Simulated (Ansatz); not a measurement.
O (fcc type), DFT, PBE, all-electron LAPW, scalar-relativistic (Ansatz 0.2.0), on 1 thread of Intel(R) Xeon(R) Platinum 8375C CPU @ 2.90GHz (Ice Lake) (shared host).

Command: `ansatz run input.yaml --threads 1 --pin off --max-ram 2048MiB --backend cpu --events-out ev --progress --plain --runs-dir out`

```yaml
crystal:
  lattice:
    - [0.0, 1.1707869775, 1.1707869775]
    - [1.1707869775, 0.0, 1.1707869775]
    - [1.1707869775, 1.1707869775, 0.0]
  atoms:
    - { symbol: O, position: [0.0, 0.0, 0.0] }
kpoints:
  mp_grid: { grid: [20, 20, 20] }
  band_path:
    path:
      - [0.0, 0.0, 0.0]
      - [0.5, 0.0, 0.5]
      - [0.625, 0.25, 0.625]
      - [0.375, 0.375, 0.75]
      - [0.0, 0.0, 0.0]
      - [0.5, 0.5, 0.5]
      - [0.5, 0.25, 0.75]
      - [0.5, 0.0, 0.5]
    npoints: 8
scf:
  occupations: { method: fermi_dirac, width: 0.1 }
hamiltonian:
  xc: pbe
  pseudopotentials: { kind: all_electron, lapw: { basis_error: 0.001 } }
output:
  forces: true
  stress: true
  eigenvalues: true
  populations: true
  dos: { projected: true, de: 0.2, e_range: [-14, 8] }
```

Problem. How large is the problem that the program sets up?

Solution. 256 irreducible k-points, 65 plane waves at Γ, 8 bands.

Problem. About how long does it take?

Solution. 7.5 s of wall time for 5 SCF iterations. Times on shared machines scatter by tens of per cent.
